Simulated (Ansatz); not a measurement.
Input and command of a calculation in Ansatz (plane waves; scalar-relativistic PAW potentials unless the input names others):

```yaml
crystal:
  lattice:
    - [0.0, 2.5382579788, 2.157519282]
    - [2.5382579788, 0.0, 2.157519282]
    - [2.5382579788, 2.5382579788, 0.0]
  atoms:
    - { symbol: B, position: [0.0, 0.0, 0.0] }
    - { symbol: As, position: [0.75, 0.75, 0.75] }
basis:
  ecutwfc: 420
kpoints:
  mp_grid: { grid: [12, 12, 12] }
hamiltonian:
  xc: pbe
  dispersion: d3bjatm
scf:
  occupations: { method: gaussian, width: 0.05 }
  mixing: { algorithm: broyden, beta: 0.9, ndim: 8 }
output:
  forces: true
  eigenvalues: true
  stress: true
```

```bash
ansatz run input.yaml --threads 1 --pin off --max-ram 2560MiB --backend cpu --events-out ev --progress --plain --runs-dir out
```

Abridged log:
```
Basis set: ecut = 420 eV, 551 PW (Γ), exchange–correlation on 48×48×48 points (8 copies of the dense FFT grid, shifted against one another)
Bands: 13, of which v1, the nominal top of the filled ones, is band 9 counted from 1 (8 counted from 0)
Symmetry: 8 space group operations
k-points: 163 of 1728 (time reversal used)
SCF iter   1: F=—  HF=-5012.456568 eV  |F-HF|=—  |Δ(HF+E_count)|=         —  Δρ=2.09e-3  dr2=1.16e-3  ethr=1.77e-3  ⟨swp⟩=5.4  Hψ=12317  notcnv=0
SCF iter   2: F=—  HF=-5012.456261 eV  |F-HF|=—  |Δ(HF+E_count)|=   3.07e-4  Δρ=4.81e-4  dr2=6.45e-5  ethr=6.47e-6  ⟨swp⟩=2.3  Hψ=4060  notcnv=0  κ⁻¹=1.0e0(r=1)
SCF iter   3: F=—  HF=-5012.456238 eV  |F-HF|=—  |Δ(HF+E_count)|=   2.24e-5  Δρ=1.79e-4  dr2=1.12e-5  ethr=3.58e-7  ⟨swp⟩=2.0  Hψ=3587  notcnv=0  κ⁻¹=3.1e-2(r=2)
SCF iter   4: F=—  HF=-5012.456233 eV  |F-HF|=—  |Δ(HF+E_count)|=   5.41e-6  Δρ=3.28e-5  dr2=3.44e-7  ethr=6.20e-8  ⟨swp⟩=2.0  Hψ=3584  notcnv=0  κ⁻¹=1.2e-3(r=3)
SCF iter   5: F=—  HF=-5012.456233 eV  |F-HF|=—  |Δ(HF+E_count)|=   6.92e-8  Δρ=1.23e-5  dr2=5.67e-8  ethr=5.56e-10  ⟨swp⟩=5.2  Hψ=9888  notcnv=0  κ⁻¹=7.2e-5(r=4)
SCF iter   6: F=-5012.456233 eV  HF=-5012.456233 eV  |F-HF|=1.82e-9  |Δ(HF+E_count)|=   1.04e-7  Δρ=1.45e-6  dr2=7.74e-10  ethr=3.15e-10  ⟨swp⟩=5.0  Hψ=9747  notcnv=0
SCF 1 converged in 6 iterations: F = -5012.456233 eV  dr2 = 7.74e-10
SCF converged after 6 iterations
Stability not checked: this state was not tested for a lower state beside it, because the mixer in use, unlike msr1, does not test its closes by its own steps (another_mixer; see scf.mixing.algorithm and scf.lower_state_search)
Free energy (F): -5012.456233 eV
Harris-Foulkes:  -5012.456233 eV  (|F-HF|=1.82e-9)
Internal energy: -5012.455957 eV  (E = F + TS)
E sigma→0 (E₀):  -5012.456095 eV
Entropy (-TS):   -0.000276 eV (-0.138 meV/atom)
Fermi energy:    11.050857 eV
  E_disp       = -0.607310  (pairwise vdW)
--- Forces (eV/Å), atoms counted from 1 ---
  atom   1  B      0.00000000     0.00000000     0.00000000
  atom   2  As     0.00000000     0.00000000     0.00000000
--- Stress (GPa, compression-positive) ---
      -11.641788       0.000000       0.000000
        0.000000     -11.641788       0.000000
        0.000000       0.000000      12.256582
  P = ⅓ Tr σ = -3.6757 GPa (-36.757 kbar)
```

Apart from outputs and empty bands, the input differs from a reference run on usual settings in hamiltonian.dispersion: not typed → "d3bjatm"; scf.mixing.algorithm: not typed → "broyden"; scf.mixing.beta: not typed → 0.9; scf.mixing.ndim: not typed → 8. The reference, at the same geometry (not necessarily relaxed), gave pressure -0.43 GPa, largest force 0.000 eV/Å, no gap on the mesh. This run converged in 6 SCF iterations (reference: 6) with an energy at zero smearing 304 meV/atom below the reference's (the Hamiltonian itself differs), pressure -3.68 GPa, largest force 0.000 eV/Å, no gap on the mesh.

Time: 2.8 s on 1 thread of Intel(R) Xeon(R) 6975P-C (Granite Rapids), on a shared host, peak memory 0.41 GiB.